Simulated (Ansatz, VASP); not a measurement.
**Two plane-wave programs on CdS (Hawleyite)**

```xyz
2
Lattice="0.0000 2.9165 2.9165 2.9165 0.0000 2.9165 2.9165 2.9165 0.0000" Properties=species:S:1:pos:R:3 pbc="T T T"
Cd    0.0000    0.0000    0.0000
S     1.4583    1.4583    1.4583
```

Alike in both runs: task single point; functional LDA; k mesh 6 × 6 × 6; occupations gaussian, width 0.1 eV; no spin polarisation.

|  | VASP | Ansatz |
| --- | --- | --- |
| version | VASP 6.6.1 | Ansatz 0.2.0 |
| potentials or method | VASP PAW LDA potentials, release 64 (Cd, S) | scalar-relativistic, plane waves, PAW |
| plane-wave cutoff (eV) | 520 | 420 |
| valence electrons in the cell | 18 | 26 |

|  | VASP | Ansatz | Ansatz less VASP |
| --- | --- | --- | --- |
| gap on the k mesh at the Fermi level (eV) | 0.89 | 0.86 | -0.028 |
| least direct gap on the mesh (eV) | 0.89 | 0.86 | -0.028 |
| pressure (GPa) | -2.0 | -2.5 | -0.47 |

The two sets of potentials don't hold the same shells in valence.

Expect the measured gap to be larger: semilocal functionals such as LDA lack the derivative discontinuity.
